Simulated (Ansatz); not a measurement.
The system is GaN.

```
CELL_PARAMETERS angstrom
3.18000 0.00000 0.00000
-1.59000 2.75396 0.00000
0.00000 0.00000 5.16600
ATOMIC_POSITIONS crystal
Ga 0.66667 0.33333 0.50000
Ga 0.33333 0.66667 0.00000
N 0.66667 0.33333 0.87500
N 0.33333 0.66667 0.37500
```

* Program: Ansatz 0.2.0
* Task: relaxation of cell and atoms
* Functional: LDA
* Potentials or basis: Ansatz PAW
* Cutoff: 420 eV (not typed: the program's choice for these potentials)
* k mesh: 10 × 10 × 5
* Occupations: fermi-dirac, width 0.05 eV
* Spin: no spin polarisation

At the start: volume 11.31 Å³/atom.

Q: Where does the relaxation end?

A: It ends after 8 steps and the volume is 11.05 Å³/atom (-2.3 %); space group P6_3mc (No. 186, to 0.05 Å).

The path:
```
step  energy change (eV)  largest force (eV/Å)  volume (Å³)
   1              0.0000                0.1261        45.24
   2             -0.0157                0.0927        44.62
   3             -0.0202                0.0351        44.20
   4             -0.0202                0.0180        44.22
   5             -0.0202                0.0004        44.23
   6             -0.0163                0.0001        44.23
   7             -0.0164                0.0000        44.21
   8             -0.0164                0.0000        44.21
```

Final structure:
```
CELL_PARAMETERS angstrom
3.15181 0.00000 0.00000
-1.57591 2.72955 0.00000
0.00000 0.00000 5.13835
ATOMIC_POSITIONS crystal
Ga 0.66667 0.33333 0.49930
Ga 0.33333 0.66667 0.99930
N 0.66667 0.33333 0.87570
N 0.33333 0.66667 0.37570
```

Caveat: the plane-wave basis is chosen anew once the cell has moved, so the energies of steps on either side of that aren't comparable; the pressure holds a Pulay correction of +0.7 GPa for the finite cutoff; the PAW data sets come from PBE, with cores solved anew for the run's functional, which leaves a small shift of forces and pressure.
